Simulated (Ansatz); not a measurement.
# MoS2 in Ansatz: reference runs

Aim: a first look at MoS2 with PBEsol, on the cell as given and on a disturbed one.

Program: Ansatz 0.2.0. These are calculated values, not measurements. Logs are shortened: lines on timing, memory, paths and dates and some standing lists are left out, and cuts for length are marked.

### 1 The structure

The cell holds a slab with vacuum, 3 atoms: a = 3.184 Å, b = 3.184 Å, c = 17.335 Å, α = 90.00°, β = 90.00°, γ = 120.00°.

### 2 Single point, PBEsol

input.yaml

```yaml
crystal:
  lattice:
    - [3.1841260822, 0.0, 0.0]
    - [-1.5920630411, 2.757534076, 0.0]
    - [0.0, 0.0, 17.33459995]
  atoms:
    - { symbol: Mo, position: [0.0, 0.0, 0.0] }
    - { symbol: S, position: [0.3333333333, 0.6666666667, 0.91050702] }
    - { symbol: S, position: [0.3333333333, 0.6666666667, 0.08949298] }
kpoints:
  mp_grid: { grid: [10, 10, 2] }
scf:
  occupations: { method: fermi_dirac, width: 0.05 }
hamiltonian:
  xc: pbesol
  pseudopotentials: { kind: all_electron, lapw: { basis_error: 0.001 } }
output:
  forces: true
  stress: true
  eigenvalues: true
  populations: true
```

Potentials or basis: all-electron LAPW, scalar-relativistic.

Started as:

```console
$ ansatz run input.yaml --threads 2 --pin off --max-ram 8192MiB --backend cpu --events-out ev --progress --plain --runs-dir out
```

Log:

```text
Warning: RAYON_NUM_THREADS=2 ignored (pool sized by the plan → 2); use --threads N
Mo: projections on atomic orbitals take those of the free atom 1s2 2s2 2p6 3s2 3p6 3d10 4s2 4p6 4d5 5s1, of charge +0.00 (hamiltonian.pseudopotentials.projection_atoms)
S: projections on atomic orbitals take those of the free atom 1s2 2s2 2p6 3s2 3p4, of charge +0.00 (hamiltonian.pseudopotentials.projection_atoms)
LAPW: plane waves up to 8.292 Å⁻¹, error target 1.0e-3 eV per atom; small_component_spin mean_spin; S in spheres of 1.068 Å, 14 of its electrons in bands, Dirac shells []; Mo in spheres of 1.338 Å, 30 of its electrons in bands, Dirac shells [] (how accurate: hamiltonian.pseudopotentials.lapw.basis_error, Limitations)
Engine: ansatz 0.2.0, x86_64-unknown-linux-gnu
Pseudopotentials: kind: all_electron
Pseudopotential: Mo, LAPW, valence charge 30, lapw/all_electron/scalar/gaussian/Mo, Koelling and Harmon's equation, gaussian nucleus
Pseudopotential: S, LAPW, valence charge 14, lapw/all_electron/scalar/gaussian/S, Koelling and Harmon's equation, gaussian nucleus
Functional definition: PBEsol
  exchange = pbesol_x
  correlation = pbesol_c
Crystal: 3 atoms, lattice volume = 152.204 Å³
Basis set: ecut = 261.94664049907317 eV, 1479 PW (Γ), exchange–correlation at level 2
Bands: 35, of which v1, the nominal top of the filled ones, is band 29 counted from 1 (28 counted from 0)
Symmetry: 12 space group operations
Space group: P-6m2 (ITA 187), of the structure as read, at distance tolerance 5.3e-5 Å
k-points: 28 of 200 (time reversal used)
Non-local potential: Mo, projectors of the file, none
Non-local potential: S, projectors of the file, none
Initial density: superposition of atomic densities (neutral atoms: chi_scale 0, normalization atom)
Initial wavefunctions: plane waves of lowest kinetic energy (no species holds an atomic orbital)
Functional: x = pbesol(κ = 0.804, μ = 0.12345679012345678), c = pbesol(β = 0.046)
iter 1 solved again at ethr=5.20e-3 eV; its pass at ethr=1.00e-1 eV (dr2=3.01e0 eV) is discarded
SCF iter   1: F=—  HF=-131814.659967 eV  |F-HF|=—  |Δ(HF+E_count)|=         —  Δρ=3.80e-2  dr2=3.01e0  ethr=5.20e-3  ⟨swp⟩=2.1  Hψ=6279  notcnv=0
preconditioner: auto → Resta (q_TF=auto, 2.323 Å⁻¹)  ε∞=2.6  [insulator: Δε(μ)=1.886 eV  Ē_g=10.156 eV  σ=0.050 eV  W_gap=1.00  n_scr=30 (ndim 8)  ℏωp=12.8 eV  f_vac=0.642  D(μ)=0.00/eV (n_scr^D=0)  ε∞_Penn≈2.6  vacuum switching on, ρ_ref=7.5e-3 e/Å³]
SCF iter   2: F=—  HF=-131814.422539 eV  |F-HF|=—  |Δ(HF+E_count)|=   2.37e-1  Δρ=3.30e-2  dr2=6.17e0  ethr=5.19e-3  ⟨swp⟩=3.1  Hψ=3062  notcnv=0
iter 3 solved again at ethr=3.30e-4 eV; its pass at ethr=5.19e-3 eV (dr2=1.91e-1 eV) is discarded
SCF iter   3: F=—  HF=-131813.293119 eV  |F-HF|=—  |Δ(HF+E_count)|=    1.13e0  Δρ=1.09e-2  dr2=1.91e-1  ethr=3.30e-4  ⟨swp⟩=2.1  Hψ=4854  notcnv=0
SCF iter   4: F=—  HF=-131813.218962 eV  |F-HF|=—  |Δ(HF+E_count)|=         —  Δρ=2.33e-3  dr2=2.03e-2  ethr=3.28e-4  ⟨swp⟩=3.0  Hψ=3172  notcnv=0
the basis was enlarged: its passes take 997.9 KiB over the memory plan, 2 of 2 planned eigensolver slots
SCF iter   5: F=—  HF=-131813.215777 eV  |F-HF|=—  |Δ(HF+E_count)|=   3.19e-3  Δρ=9.01e-4  dr2=2.20e-3  ethr=3.49e-5  ⟨swp⟩=3.0  Hψ=3029  notcnv=0
SCF iter   6: F=—  HF=-131813.215748 eV  |F-HF|=—  |Δ(HF+E_count)|=   2.92e-5  Δρ=3.22e-4  dr2=2.97e-4  ethr=3.80e-6  ⟨swp⟩=2.1  Hψ=2754  notcnv=0
SCF iter   7: F=—  HF=-131813.215756 eV  |F-HF|=—  |Δ(HF+E_count)|=   7.79e-6  Δρ=3.54e-5  dr2=5.77e-6  ethr=5.11e-7  ⟨swp⟩=3.0  Hψ=2935  notcnv=0
SCF iter   8: F=—  HF=-131813.215759 eV  |F-HF|=—  |Δ(HF+E_count)|=   3.28e-6  Δρ=1.87e-5  dr2=1.44e-6  ethr=9.94e-9  ⟨swp⟩=3.0  Hψ=2991  notcnv=0
SCF iter   9: F=-131813.215759 eV  HF=-131813.215759 eV  |F-HF|=2.11e-8  |Δ(HF+E_count)|=   1.58e-7  Δρ=2.03e-6  dr2=9.62e-9  ethr=2.48e-9  ⟨swp⟩=3.0  Hψ=2916  notcnv=0
SCF 1 converged in 9 iterations: F = -131813.215759 eV  dr2 = 9.62e-9
SCF converged after 9 iterations
Free energy (F): -131813.215759 eV
Harris-Foulkes:  -131813.215759 eV  (|F-HF|=2.11e-8)
Internal energy: -131813.215759 eV  (E = F + TS)
E sigma→0 (E₀):  -131813.215759 eV
Fermi energy:    1.042346 eV
--- Per-component energies (eV) ---
  E_band       = -7457.819715
  E_kinetic    = 135888.361983
  E_xc         = -4672.382470
  E_electrostatic = -263029.195272  (all electrons and nuclei)
  E_smearing   = -0.000000  (= −TS)
  E_closure    = 0.000000  (closes the sum)
  E_atoms      = -131789.879735  (free atoms, spherical and without spin; not in F)
  Σ components = -131813.215759   (vs F -131813.215759, Δ=0.00e0)
  Basis errors (estimates in eV, not in F): energy 4.8e-4 per atom: plane waves 4.4e-4 (2.6e-4 summed), levels above the bands 5.8e-48, relativity 1.4e-8, radial functions 4.6e-5, core shells 2.9e-7; eigenvalues (radial functions only) 2.4e-6; not estimated: angular momenta, meshes, grids; target (lapw.basis_error) 1.0e-3; muffin-tin radii S 1.068 Å, Mo 1.338 Å
--- Forces (eV/Å), atoms counted from 1 ---
  atom   1  Mo     0.00000000     0.00000000     0.00000000
  atom   2  S     -0.00000000    -0.00000000     0.14789103
  atom   3  S     -0.00000000    -0.00000000    -0.14789103
  max |Σ_I F_I| component: 3.70e-17 eV/Å
--- Stress (GPa, compression-positive) ---
       -1.479785       0.000000       0.000000
        0.000000      -1.479785       0.000000
        0.000000       0.000000      -0.482281
  P = ⅓ Tr σ = -1.1473 GPa (-11.473 kbar)
--- Band table (eV; the first three rows and the last of 28) ---
  k-point 0: bands = ["-375.2498", "-375.2307", "-375.2307", "-217.4130", "-217.4130", "-217.4001", "-217.3914", "-217.3914", "-204.6634", "-204.6634", "-149.7394", "-149.7394", "-149.7394", "-149.7394", "-149.6838", "-149.6838", "-60.6001", "-34.7714", "-34.5592", "-34.5592", "-13.9395", "-12.5808", "-5.4927", "-2.5122", "-2.5122", "-1.5668", "-1.3837", "-1.3837", "0.2010", "2.9279", "2.9279", "3.2215", "3.2215", "5.6249", "5.9819"]
  k-point 1: bands = ["-375.2498", "-375.2307", "-375.2307", "-217.4130", "-217.4130", "-217.4001", "-217.3914", "-217.3914", "-204.6634", "-204.6634", "-149.7394", "-149.7394", "-149.7394", "-149.7394", "-149.6838", "-149.6838", "-60.6001", "-34.7714", "-34.5592", "-34.5592", "-13.9395", "-12.5808", "-5.4927", "-2.5122", "-2.5122", "-1.5668", "-1.3837", "-1.3837", "0.2010", "2.9279", "2.9279", "3.2215", "3.2215", "5.7344", "5.7772"]
  k-point 2: bands = ["-375.2498", "-375.2307", "-375.2307", "-217.4130", "-217.4130", "-217.4001", "-217.3914", "-217.3914", "-204.6634", "-204.6634", "-149.7394", "-149.7394", "-149.7394", "-149.7394", "-149.6838", "-149.6838", "-60.5965", "-34.7642", "-34.5961", "-34.5676", "-13.7914", "-12.5217", "-5.3274", "-2.8315", "-2.3572", "-2.2361", "-1.6128", "-0.9416", "0.1150", "2.7528", "2.8451", "3.0540", "3.1846", "5.8848", "6.1739"]
  k-point 27: bands = ["-375.2498", "-375.2307", "-375.2307", "-217.4130", "-217.4130", "-217.4001", "-217.3914", "-217.3914", "-204.6634", "-204.6634", "-149.7394", "-149.7394", "-149.7394", "-149.7394", "-149.6838", "-149.6838", "-60.5582", "-34.8592", "-34.7752", "-34.6869", "-11.8284", "-11.7130", "-5.2176", "-4.7021", "-3.6871", "-3.3223", "-2.8066", "-1.8285", "0.0067", "1.9347", "3.2807", "3.5911", "4.9906", "7.2892", "7.9822"]
--- Löwdin populations: 3 sites ---
  site symbol       q [e]
     0     Mo     41.6678
     1      S     16.0642
     2      S     16.0642
  spilling = 0.002753 (of n_electrons = 74.000000)
```

It took 16 s on 2 threads of Intel Xeon 6975P-C (Granite Rapids), shared host; peak memory 0.5 GiB.

Results:

* Free energy: -131813.2158 eV
* Largest force: 0.148 eV/Å
* Band gap on the k mesh: 1.73 eV, indirect (least direct gap 1.93 eV)

Forces in eV/Å, atoms in the order of the input:
```
Mo   0.000  0.000  0.000
S    0.000  0.000  0.148
S    0.000  0.000 -0.148
```

Levels at points of the mesh, in eV from the valence-band top:
```csv
k point,band 26,band 27,band 28,band 29,band 30,band 31,band 32,band 33
"(0.00, 0.00, 0.00)",-1.77,-1.58,-1.58,0.00,2.73,2.73,3.02,3.02
"(0.00, 0.00, -0.50)",-1.77,-1.58,-1.58,0.00,2.73,2.73,3.02,3.02
"(0.00, -0.50, 0.00)",-3.25,-1.86,-1.03,-0.68,2.19,2.72,3.83,4.32
"(0.00, -0.50, -0.50)",-3.25,-1.86,-1.03,-0.68,2.19,2.72,3.83,4.32
```

### 3 Single point, PBEsol (atoms moved at random, drawn with an rms of 0.05 Å)

input.yaml: that of step 2 with these lines changed.

```diff
@@ -6,5 +6,5 @@
   atoms:
-    - { symbol: Mo, position: [0.0, 0.0, 0.0] }
-    - { symbol: S, position: [0.3333333333, 0.6666666667, 0.91050702] }
-    - { symbol: S, position: [0.3333333333, 0.6666666667, 0.08949298] }
+    - { symbol: Mo, position: [0.002899, -0.01384, -0.000474] }
+    - { symbol: S, position: [0.331386, 0.661075, 0.910555] }
+    - { symbol: S, position: [0.321736, 0.655181, 0.089526] }
 kpoints:
```

Potentials or basis: all-electron LAPW, scalar-relativistic.

Started as:

```console
$ ansatz run input.yaml --threads 2 --pin off --max-ram 8192MiB --backend cpu --events-out ev --progress --plain --runs-dir out
```

It took 73 s on 2 threads of Intel Xeon 6975P-C (Granite Rapids), shared host; peak memory 0.91 GiB.

The run converged. Its results:

| Property | Result |
| --- | --- |
| Free energy | -131813.1955 eV |
| Largest force | 0.878 eV/Å |
| Band gap on the k mesh | 1.72 eV, indirect (least direct gap 1.91 eV) |

Forces on the atoms (eV/Å):
```
Mo  -0.783  0.301  0.256
S    0.304 -0.220 -0.006
S    0.480 -0.081 -0.250
```

Stress tensor (GPa, compression positive):
```
-1.35 -0.25  0.29
-0.25 -1.54  0.22
 0.29  0.22 -0.40
```

Levels at points of the mesh, in eV from the valence-band top:
```
              k point  band 25  band 26  band 27  band 28  band 29  band 30  band 31  band 32  band 33  band 34
   (0.00, 0.00, 0.00)    -2.67    -1.83    -1.70    -1.39     0.00     2.50     2.91     2.95     3.11     5.42
  (0.00, 0.00, -0.50)    -2.67    -1.83    -1.70    -1.39     0.00     2.50     2.91     2.95     3.11     5.53
  (0.00, -0.50, 0.00)    -4.15    -3.27    -1.84    -1.09    -0.60     2.20     2.72     3.71     4.40     6.03
 (0.00, -0.50, -0.50)    -4.15    -3.27    -1.84    -1.09    -0.60     2.20     2.72     3.71     4.40     6.03
  (-0.50, 0.00, 0.00)    -4.17    -3.30    -1.81    -1.08    -0.59     2.21     2.72     3.69     4.39     6.01
 (-0.50, 0.00, -0.50)    -4.17    -3.30    -1.81    -1.08    -0.59     2.21     2.72     3.69     4.39     6.01
 (-0.50, -0.50, 0.00)    -4.08    -3.17    -1.94    -1.01    -0.76     2.15     2.71     3.96     4.29     6.11
(-0.50, -0.50, -0.50)    -4.08    -3.17    -1.94    -1.01    -0.76     2.15     2.71     3.96     4.29     6.11
```
